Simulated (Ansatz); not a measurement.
## Ag in Ansatz: the effect of functional

Crystal: Ag, a slab with vacuum.

```
CELL_PARAMETERS angstrom
2.93000 0.00000 0.00000
-1.46500 2.53745 0.00000
0.00000 0.00000 26.97500
ATOMIC_POSITIONS crystal
Ag 0.66667 0.33333 0.27804
Ag 0.33333 0.66667 0.36682
Ag 0.66667 0.33333 0.45561
Ag 0.33333 0.66667 0.54439
Ag 0.66667 0.33333 0.63318
Ag 0.33333 0.66667 0.72196
```

The slab is cut from a database's or a generator's crystal, which needn't be the stable form of the element.

The cell isn't the ideal one: the (0 0 1) slab of Ag, cut from the database cell, not relaxed.

Alike in all runs:

```yaml
Program: Ansatz 0.2.0
Task: projected density of states
Potentials_or_basis: Ansatz PAW
k_mesh: 10 × 10 × 1
Occupations: fermi-dirac, width 0.05 eV
Spin: no spin polarisation
```

**Question.** One run gave: largest force 0.30 eV/Å; work function 4.62 eV. Which functional did it use?
A. BLYP
B. PBEsol
C. LDA
D. revPBE
E. RPBE

**Answer.** B.

```tsv
functional	cutoff	largest force (eV/Å)	work function (eV)
PBE	420 eV	0.05	4.50
LDA	420 eV	0.50	4.92
PBEsol	420 eV	0.30	4.62
RPBE	420 eV	0.19	4.29
revPBE	420 eV	0.14	4.32
BLYP	420 eV	0.33	4.30
r2SCAN	500 eV	0.13	4.46
```

Caveats: the density of states is complete only up to the lowest level of the last band computed; the PAW data sets come from PBE, with cores solved anew for the run's functional, which leaves a small shift of forces and pressure (some runs); the potentials were made for another functional, which shifts forces and pressure (some runs).

Not every run made on this cell is shown here.
